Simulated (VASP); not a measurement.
Crystal: Te2Pt (Moncheite).

```
Te Pt
1.0
     4.01000    0.00000    0.00000
    -2.00500    3.47276    0.00000
     0.00000    0.00000    5.20100
Te Pt
2 1
Direct
  0.33333 0.66667 0.25000
  0.66667 0.33333 0.75000
  0.00000 0.00000 0.00000
```

- Program: VASP 6.6.1
- Task: relaxation of cell and atoms
- Functional: PBE
- Potentials or basis: VASP PAW PBE potentials, release 64 (Te, Pt)
- Cutoff: 600 eV
- k mesh: 12 × 12 × 7
- Occupations: methfessel-paxton, width 0.1 eV
- Spin: no spin polarisation

At the start: pressure 8.4 GPa; volume 24.14 Å³/atom.

Problem. Where does the relaxation end?

Solution. Over 10 steps the energy falls by 47.9 meV/atom and the volume is 25.77 Å³/atom (+6.7 %); space group P-3m1 (No. 164, to 0.05 Å).

Step by step:
```
step  energy change (eV)  largest force (eV/Å)  pressure (GPa)  volume (Å³)
   1              0.0000                1.0294            8.41        72.43
   2              0.1741                0.9438           -8.62        86.53
   3             -0.1413                0.0521           -0.31        77.57
   4             -0.1414                0.0772           -0.10        77.41
   5             -0.1414                0.0929            0.06        77.31
   6             -0.1430                0.0515            0.10        77.26
   7             -0.1436                0.0073            0.13        77.21
   8             -0.1436                0.0042            0.12        77.21
   9             -0.1435                0.0268           -0.13        77.44
  10             -0.1436                0.0074            0.00        77.30
```

Final structure:
```
Te Pt
1.0
     4.08764    0.00000    0.00000
    -2.04382    3.54000    0.00000
     0.00000    0.00000    5.34167
Te Pt
2 1
Direct
  0.33333 0.66667 0.25514
  0.66667 0.33333 0.74486
  0.00000 0.00000 0.00000
```
